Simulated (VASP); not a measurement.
**Cd under changes of volume**

One of the cells (23.178 Å³/atom); the others are scaled copies at fixed shape and fractional positions:

```
CELL_PARAMETERS angstrom
-1.79614 1.79614 1.79614
1.79614 -1.79614 1.79614
1.79614 1.79614 -1.79614
ATOMIC_POSITIONS crystal
Cd 0.00000 0.00000 0.00000
```

This isn't the form of Cd at room conditions, which is hcp.

* Program: VASP 6.6.1
* Functional: PBE
* Potentials or basis: VASP PAW PBE potentials, release 64 (Cd)
* Cutoff: 520 eV
* k mesh: 10 × 10 × 10
* Occupations: fermi-dirac, width 0.05 eV
* Spin: no spin polarisation

| volume (Å³/atom) | energy over the lowest point (meV/atom) | pressure (GPa) |
| --- | --- | --- |
| 21.360 | 27.13 | 4.5 |
| 21.815 | ? | ? |
| 22.269 | 8.92 | 2.3 |
| 23.178 | 0.97 | 0.6 |
| 23.633 | 0.00 | -0.1 |
| 24.087 | 0.86 | -0.7 |

What does the run at 21.815 Å³/atom give?

Energy over the lowest point 16.46 meV/atom; pressure 3.3 GPa.

Worked out: A Birch-Murnaghan fit of order 3 (a polynomial in V^(-2/3)) to the other rows has its minimum at 23.63 Å³/atom with B0 = V·E''(V) = 32 GPa and B' = 5.7. It gives 16.57 meV/atom at 21.815 Å³/atom, against the run's 16.46, and -dE/dV = 3.2 GPa, against 3.3.

Energies are extrapolated to zero smearing.
